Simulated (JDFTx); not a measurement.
# MoP (P-6m2) in JDFTx: reference runs

How does MoP come out in PBE? The cell is run as given and disturbed.

Program: JDFTx 1.7.0 (patched build). These are calculated values, not measurements. Logs are shortened: lines on timing, memory, paths and dates and some standing lists are left out, and cuts for length are marked. The log counts tension as positive stress, the text compression.

**1. The structure**

It takes space group P-6m2 (No. 187, hexagonal). Conventional cell: a = 3.223 Å, b = 3.223 Å, c = 3.191 Å, α = 90.00°, β = 90.00°, γ = 120.00°. Mo (site symmetry -6m2) has 6 P at 2.45 Å as nearest neighbours. P (site symmetry -6m2) is surrounded by 6 Mo at 2.45 Å.

**2. Single point, PBE**

MoP.in

```
lattice \
    6.0905872997    -3.0452936498     0.0000000000 \
    0.0000000000     5.2746033255     0.0000000000 \
    0.0000000000     0.0000000000     6.0301160637
coords-type Lattice
ion Mo     0.0000000000     0.0000000000     0.0000000000 1
ion P      0.3333333333     0.6666666667     0.5000000000 1

ion-species pseudo/Mo.upf
ion-species pseudo/P.upf
elec-cutoff 40
elec-ex-corr gga-PBE
kpoint-folding 10 10 8
elec-smearing Fermi 0.0018374661
elec-n-bands 15
electronic-SCF nIterations 100 energyDiffThreshold 1e-08
electronic-minimize nIterations 30 energyDiffThreshold 1e-7
converge-empty-states yes
forces-output-coords Cartesian

dump-name run.$VAR
dump End Ecomponents EigStats BandEigs Kpoints Forces Stress
```

Potentials or basis: PseudoDojo-SR-PBE-0.5-standard.

On the command line:

```sh
> jdftx -c 1 -i MoP.in -o MoP.out
```

Standard output:

```text
*************** JDFTx 1.7.0 (patched build) ***************

Input parsed successfully to the following command list (including defaults):
[... the input with its defaults ...]

---------- Setting up symmetries ----------

Found 24 point-group symmetries of the bravais lattice
Found 12 space-group symmetries with basis
Applied RMS atom displacement 1.7582e-10 bohrs to make symmetries exact.

---------- Initializing the Grid ----------
R =
[      6.09059     -3.04529            0  ]
[            0       5.2746            0  ]
[            0            0      6.03012  ]
unit cell volume = 193.72
G =
[    1.03162   0.595607         -0  ]
[          0    1.19121          0  ]
[          0         -0    1.04197  ]
Minimum fftbox size, Smin = [  36  36  36  ]
Chosen fftbox size, S = [  36  36  36  ]

---------- Exchange Correlation functional ----------
Initalized PBE GGA exchange.
Initalized PBE GGA correlation.

---------- Setting up pseudopotentials ----------
Width of ionic core gaussian charges (only for fluid interactions / plotting) set to 0

Reading pseudopotential file 'pseudo/Mo.upf':
  'Mo' pseudopotential, 'PBE' functional
  Generated using ONCVPSP code by D. R. Hamann
  14 valence electrons, 4 orbitals, 6 projectors, 1001 radial grid points, with lMax = 2
    4S    l: 0   occupation:  2.0   eigenvalue: -2.364714
    4P    l: 1   occupation:  6.0   eigenvalue: -1.414320
    4D    l: 2   occupation:  5.0   eigenvalue: -0.137921
    5S    l: 0   occupation:  1.0   eigenvalue: -0.150182
  Core radius for overlap checks: 1.35 bohrs.

Reading pseudopotential file 'pseudo/P.upf':
  'P' pseudopotential, 'PBE' functional
  Generated using ONCVPSP code by D. R. Hamann
  5 valence electrons, 2 orbitals, 6 projectors, 1001 radial grid points, with lMax = 2
    3S    l: 0   occupation:  2.0   eigenvalue: -0.513364
    3P    l: 1   occupation:  3.0   eigenvalue: -0.202372
  Core radius for overlap checks: 1.66 bohrs.

Initialized 2 species with 2 total atoms.

Folded 1 k-points by 10x10x8 to 800 k-points.

---------- Setting up k-points, bands, fillings ----------
Adding inversion symmetry to k-mesh for non-inversion-symmetric unit cell.
Reduced to 70 k-points under symmetry.
Computing the number of bands and number of electrons
Calculating initial fillings.
nElectrons:  19.000000   nBands: 15   nStates: 70

----- Setting up reduced wavefunction bases (one per k-point) -----
average nbasis = 2341.041 , ideal nbasis = 2340.769

---------- Setting up ewald sum ----------
Optimum gaussian width for ewald sums = 2.056506 bohr.
Real space sum over 1331 unit cells with max indices [  5  5  5  ]
Reciprocal space sum over 2197 terms with max indices [  6  6  6  ]

---------- Allocating electronic variables ----------
Initializing wave functions:  linear combination of atomic orbitals
Note: number of bands (15) exceeds available atomic orbitals (14)
Mo pseudo-atom occupations:   s ( 2 2 )  p ( 6 )  d ( 4 )
P pseudo-atom occupations:   s ( 2 )  p ( 3 )
	FillingsUpdate:  mu: +0.766983197  nElectrons: 19.000000
LCAOMinimize: Iter:   0  F: -74.9456647070224449  |grad|_K:  6.064e-03  alpha:  1.000e+00
	FillingsUpdate:  mu: +0.651170461  nElectrons: 19.000000
LCAOMinimize: Iter:   1  F: -75.0206722608911321  |grad|_K:  1.576e-03  alpha:  4.001e-01  linmin:  4.002e-01  cgtest: -1.104e+00
LCAOMinimize: 	Bad step direction: g.d > 0.
[... 12 lines of inner loops ...]
LCAOMinimize: Iter:   6  F: -75.0274269750042606  |grad|_K:  2.250e-07  alpha:  6.719e-01  linmin: -2.543e-03  cgtest:  1.878e-02
	FillingsUpdate:  mu: +0.674455820  nElectrons: 19.000000
LCAOMinimize: Iter:   7  F: -75.0274269753765566  |grad|_K:  3.813e-08  alpha:  9.316e-01  linmin: -7.930e-03  cgtest:  2.524e-02
LCAOMinimize: Converged (|Delta F|<1.000000e-06 for 2 iters).

-------- Electronic minimization -----------
Will mix electronic density at each iteration.
	FillingsUpdate:  mu: +0.674455820  nElectrons: 19.000000
	FillingsUpdate:  mu: +0.656115567  nElectrons: 19.000000
SCF: Cycle:  0   F: -75.118866821920847   dF: -9.144e-02   |Residual|: 8.536e-02   |deigs|: 1.325e-01
	FillingsUpdate:  mu: +0.640090086  nElectrons: 19.000000
SCF: Cycle:  1   F: -75.127425155885149   dF: -8.558e-03   |Residual|: 3.543e-02   |deigs|: 1.811e-02
	FillingsUpdate:  mu: +0.640026611  nElectrons: 19.000000
SCF: Cycle:  2   F: -75.127832218042585   dF: -4.071e-04   |Residual|: 1.616e-02   |deigs|: 1.448e-03
	FillingsUpdate:  mu: +0.638635629  nElectrons: 19.000000
SCF: Cycle:  3   F: -75.127877090305475   dF: -4.487e-05   |Residual|: 2.763e-03   |deigs|: 1.700e-03
	FillingsUpdate:  mu: +0.638946899  nElectrons: 19.000000
SCF: Cycle:  4   F: -75.127879005832909   dF: -1.916e-06   |Residual|: 5.308e-04   |deigs|: 3.821e-04
	FillingsUpdate:  mu: +0.638876999  nElectrons: 19.000000
SCF: Cycle:  5   F: -75.127879641903760   dF: -6.361e-07   |Residual|: 1.734e-04   |deigs|: 1.060e-04
	FillingsUpdate:  mu: +0.638865944  nElectrons: 19.000000
SCF: Cycle:  6   F: -75.127879716051496   dF: -7.415e-08   |Residual|: 3.421e-05   |deigs|: 3.351e-05
	FillingsUpdate:  mu: +0.638870014  nElectrons: 19.000000
SCF: Cycle:  7   F: -75.127879748424505   dF: -3.237e-08   |Residual|: 1.608e-05   |deigs|: 4.779e-05
	FillingsUpdate:  mu: +0.638870955  nElectrons: 19.000000
SCF: Cycle:  8   F: -75.127879755732337   dF: -7.308e-09   |Residual|: 8.601e-06   |deigs|: 2.596e-05
	FillingsUpdate:  mu: +0.638870185  nElectrons: 19.000000
SCF: Cycle:  9   F: -75.127879758866285   dF: -3.134e-09   |Residual|: 3.742e-06   |deigs|: 1.675e-05
SCF: Converged (|Delta E|<1.000000e-08 for 2 iters).

Setting wave functions to eigenvectors of Hamiltonian
Converging empty states (this may take a while): |deigs|: 8.860e-05

# Stress tensor in Cartesian coordinates [Eh/a0^3]:
[ -0.000100694            0            0  ]
[            0 -0.000100694            0  ]
[            0            0 -7.99461e-05  ]

# Ionic positions in lattice coordinates:
ion Mo  -0.000000000016667   0.000000000016667   0.000000000000000 1
ion P   0.333333333316667   0.666666666683333   0.500000000000000 1

# Forces in Cartesian coordinates:
force Mo  -0.000000000000000  -0.000000000000000   0.000000000000000 1
force P   0.000000000000000   0.000000000000000   0.000000000000000 1

# Energy components:
   Eewald =      -63.2088257882661111
       EH =       12.4367473025865305
     Eloc =      -48.6103249320800614
      Enl =        9.5586408250646659
      Exc =      -12.4743119500998834
 Exc_core =        2.1256783900851830
       KE =       25.0446719418028536
-------------------------------------
     Etot =      -75.1277242109068197
       TS =        0.0001555479594597
-------------------------------------
        F =      -75.1278797588662854

IonicMinimize: Iter:   0  F: -75.127879758866285  |grad|_K:        nan
IonicMinimize: None of the convergence criteria satisfied after 0 iterations.

#--- Lowdin population analysis ---
# oxidation-state Mo -0.011
# oxidation-state P +0.159

Dumping 'run.eigStats' ...
	eMin: -1.610237 at state 0 ( [ +0.000000 +0.000000 +0.000000 ] spin 0 )
	HOMO: +0.636879 at state 18 ( [ +0.000000 +0.300000 +0.375000 ] spin 0 )
	mu  : +0.638871
	LUMO: +0.639828 at state 10 ( [ +0.000000 +0.200000 +0.000000 ] spin 0 )
	eMax: +1.039169 at state 65 ( [ +0.300000 +0.300000 +0.000000 ] spin 0 )
	HOMO-LUMO gap: +0.002949
	Optical gap  : +0.031283 at state 65 ( [ +0.300000 +0.300000 +0.000000 ] spin 0 )
Done!
```

Wall time 95 s (1 thread of Arm Neoverse V1, shared host); peak memory 0.16 GiB.

Results:

```
Free energy            : -2044.3338 eV
Pressure               : 2.8 GPa
Band gap on the k mesh : none (metal or under the smearing width)
```

Levels at points of the mesh, in eV from the Fermi level:
```tsv
k point	band 6	band 7	band 8	band 9	band 10	band 11	band 12	band 13
(0.00, 0.00, 0.00)	-4.17	-3.29	-3.29	-0.70	0.29	0.29	4.14	4.14
(0.00, 0.00, 0.50)	-7.82	-2.71	-2.71	-1.66	-1.66	1.34	2.95	2.95
(0.00, 0.50, 0.00)	-7.24	-3.93	-3.72	-1.26	-0.41	1.73	2.37	4.66
(0.00, 0.50, 0.50)	-6.12	-5.28	-4.42	-1.03	1.45	1.85	3.56	5.07
```

Caveat: forces may be off by hundredths of an eV/Å.

**3. Single point, PBE (atoms moved at random, drawn with an rms of 0.05 Å)**

Edit MoP.in of step 2 so:

```diff
@@ -5,4 +5,4 @@
 coords-type Lattice
-ion Mo     0.0000000000     0.0000000000     0.0000000000 1
-ion P      0.3333333333     0.6666666667     0.5000000000 1
+ion Mo    -0.0042880000     0.0061000000     0.0014200000 1
+ion P      0.3225830000     0.6739460000     0.4901150000 1
 
@@ -21,2 +21,2 @@
 dump-name run.$VAR
-dump End Ecomponents EigStats BandEigs Kpoints Forces Stress
+dump End Ecomponents EigStats BandEigs Kpoints Forces Stress ElecDensity Dtot KEdensity
```

Potentials or basis: PseudoDojo-SR-PBE-0.5-standard.

On the command line:

```sh
> jdftx -c 1 -i MoP.in -o MoP.out
```

It took 9.3 min on 1 thread of Arm Neoverse V1, shared host; peak memory 0.78 GiB.

Results (log left out):

* Free energy: -2044.3209 eV
* Pressure: 3.0 GPa
* Largest force: 0.601 eV/Å
* Band gap on the k mesh: none (metal or under the smearing width)

Forces on the atoms (eV/Å):
```
Mo  -0.330  0.052 -0.500
P    0.330 -0.052  0.500
```

Stress tensor (GPa, compression positive):
```
 3.31 -0.95  0.22
-0.95  3.04 -0.04
 0.22 -0.04  2.58
```

Levels at points of the mesh, in eV from the Fermi level:
| k point | band 7 | band 8 | band 9 | band 10 | band 11 | band 12 |
| --- | --- | --- | --- | --- | --- | --- |
| (0.00, 0.00, 0.00) | -3.32 | -3.27 | -0.68 | 0.24 | 0.34 | 4.05 |
| (0.00, 0.00, 0.50) | -2.81 | -2.62 | -1.67 | -1.64 | 1.35 | 2.83 |
| (0.00, 0.50, 0.00) | -3.92 | -3.72 | -1.28 | -0.39 | 1.74 | 2.38 |
| (0.00, 0.50, 0.50) | -5.28 | -4.42 | -1.03 | 1.44 | 1.85 | 3.55 |
| (0.50, 0.00, 0.00) | -3.88 | -3.73 | -1.30 | -0.41 | 1.76 | 2.39 |
| (0.50, 0.00, 0.50) | -5.31 | -4.45 | -1.00 | 1.44 | 1.85 | 3.55 |
| (0.50, 0.50, 0.00) | -3.99 | -3.70 | -1.27 | -0.35 | 1.70 | 2.35 |
| (0.50, 0.50, 0.50) | -5.23 | -4.38 | -1.06 | 1.46 | 1.85 | 3.58 |

Caveat: forces may be off by hundredths of an eV/Å.
